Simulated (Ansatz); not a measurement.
# TiCo2: magnetic order and moments

This session on TiCo2 sets out to test the held total moment.

Method: DFT PBEsol, scalar-relativistic, plane waves, PAW, in Ansatz 0.2.0.

**1. Starting point**

Symmetry: Fd-3m, No. 227, cubic system. Conventional cell: a = 6.704 Å, b = 6.704 Å, c = 6.704 Å, α = 90.00°, β = 90.00°, γ = 90.00°. Ti (site symmetry -43m) has 12 Co at 2.78 Å and 4 Ti at 2.90 Å in its first shell of neighbours. Co (site symmetry -3m) is surrounded by 6 Co at 2.37 Å and 6 Ti at 2.78 Å.

As a file:

```cif
data_structure
_symmetry_space_group_name_H-M 'P 1'
_symmetry_Int_Tables_number 1
_cell_length_a 4.7404
_cell_length_b 4.7404
_cell_length_c 4.7404
_cell_angle_alpha 60.000
_cell_angle_beta 60.000
_cell_angle_gamma 60.000
_cell_volume 75.33
loop_
_atom_site_label
_atom_site_type_symbol
_atom_site_fract_x
_atom_site_fract_y
_atom_site_fract_z
_atom_site_occupancy
Ti1 Ti 0.50000 0.50000 0.50000 1
Ti2 Ti 0.75000 0.75000 0.75000 1
Co1 Co 0.12500 0.12500 0.12500 1
Co2 Co 0.62500 0.12500 0.12500 1
Co3 Co 0.12500 0.12500 0.62500 1
Co4 Co 0.12500 0.62500 0.12500 1
```

The structure comes from the Crystallography Open Database; it is used as listed.

**2. The base run, which the others are set against**

The input, input.yaml:

```yaml
crystal:
  lattice:
    - [0.0, 3.352, 3.352]
    - [3.352, 0.0, 3.352]
    - [3.352, 3.352, 0.0]
  atoms:
    - { symbol: Ti, position: [0.5, 0.5, 0.5], spin: -0.33 }
    - { symbol: Ti, position: [0.75, 0.75, 0.75], spin: -0.33 }
    - { symbol: Co, position: [0.125, 0.125, 0.125], spin: 0.85 }
    - { symbol: Co, position: [0.625, 0.125, 0.125], spin: 0.85 }
    - { symbol: Co, position: [0.125, 0.125, 0.625], spin: 0.85 }
    - { symbol: Co, position: [0.125, 0.625, 0.125], spin: 0.85 }
basis:
  ecutwfc: 420
kpoints:
  mp_grid: { grid: [10, 10, 10] }
hamiltonian:
  xc: pbesol
scf:
  occupations: { method: gaussian, width: 0.1 }
output:
  forces: true
  stress: true
  eigenvalues: true
  populations: true
magnetization:
  spin_polarized: true
```

It was run beforehand and gave: -4220.2761 eV/atom at zero smearing, pressure -11.67 GPa, largest force 0.000 eV/Å, no gap on the mesh, site moments Ti -0.28 (×2), Co +0.74 (×4) μB, in 13 SCF cycles and 84 s.

**3. Held total moment set to 0 μB**

The input, input.yaml:

```yaml
crystal:
  lattice:
    - [0.0, 3.352, 3.352]
    - [3.352, 0.0, 3.352]
    - [3.352, 3.352, 0.0]
  atoms:
    - { symbol: Ti, position: [0.5, 0.5, 0.5] }
    - { symbol: Ti, position: [0.75, 0.75, 0.75] }
    - { symbol: Co, position: [0.125, 0.125, 0.125] }
    - { symbol: Co, position: [0.625, 0.125, 0.125] }
    - { symbol: Co, position: [0.125, 0.125, 0.625] }
    - { symbol: Co, position: [0.125, 0.625, 0.125] }
basis:
  ecutwfc: 420
kpoints:
  mp_grid: { grid: [10, 10, 10] }
hamiltonian:
  xc: pbesol
scf:
  occupations: { method: gaussian, width: 0.1 }
  lower_state_search: "off"
output:
  forces: true
  stress: true
  eigenvalues: true
magnetization:
  spin_polarized: true
  initial_magnetization: 0.0
  spin_locking: { lock_magnetization: hard }
```

Run with:

```bash
$ ansatz run input.yaml --threads 1 --pin off --max-ram 2560MiB --backend cpu --events-out ev --progress --plain --runs-dir out
```

**4. Held total moment: 2 μB**

input.yaml: that of step 3 with these lines changed.

```diff
@@ -27,3 +27,3 @@
   spin_polarized: true
-  initial_magnetization: 0.0
+  initial_magnetization: 2.0
   spin_locking: { lock_magnetization: hard }
```

**5. Held total moment: 4 μB**

input.yaml: that of step 4 with these lines changed.

```diff
@@ -27,3 +27,3 @@
   spin_polarized: true
-  initial_magnetization: 2.0
+  initial_magnetization: 4.0
   spin_locking: { lock_magnetization: hard }
```

**6. Held total moment set to 6 μB**

input.yaml: that of step 5 with these lines changed.

```diff
@@ -27,3 +27,3 @@
   spin_polarized: true
-  initial_magnetization: 4.0
+  initial_magnetization: 6.0
   spin_locking: { lock_magnetization: hard }
```

**7. Held total moment: 8 μB**

input.yaml: that of step 6 with these lines changed.

```diff
@@ -27,3 +27,3 @@
   spin_polarized: true
-  initial_magnetization: 6.0
+  initial_magnetization: 8.0
   spin_locking: { lock_magnetization: hard }
```

**8. Held total moment: 10 μB**

input.yaml: that of step 7 with these lines changed.

```diff
@@ -27,3 +27,3 @@
   spin_polarized: true
-  initial_magnetization: 8.0
+  initial_magnetization: 10.0
   spin_locking: { lock_magnetization: hard }
```

**9. Held total moment set to 12 μB**

input.yaml: that of step 8 with these lines changed.

```diff
@@ -27,3 +27,3 @@
   spin_polarized: true
-  initial_magnetization: 10.0
+  initial_magnetization: 12.0
   spin_locking: { lock_magnetization: hard }
```

**10. Held total moment: 14 μB**

input.yaml: that of step 9 with these lines changed.

```diff
@@ -27,3 +27,3 @@
   spin_polarized: true
-  initial_magnetization: 12.0
+  initial_magnetization: 14.0
   spin_locking: { lock_magnetization: hard }
```

**11. Held total moment set to 16 μB**

input.yaml: that of step 10 with these lines changed.

```diff
@@ -27,3 +27,3 @@
   spin_polarized: true
-  initial_magnetization: 14.0
+  initial_magnetization: 16.0
   spin_locking: { lock_magnetization: hard }
```

(Steps that only read results are left out.)

Q: Predict the outcome of the series: the values and the trend.

As calculated:

| quantity | value |
| --- | --- |
| held moment of lowest energy | 2.00 μB/cell |

In words: The energy is lowest at 2.00 μB per cell on this grid, 2.68 meV/atom under the state without net moment. The pressure climbs by 38.6 GPa from the first to the last point: a larger moment wants a larger cell. The listed cell is far from this method's equilibrium (-11.7 GPa, forces up to 0.00 eV/Å), so its values are not those of the relaxed crystal.
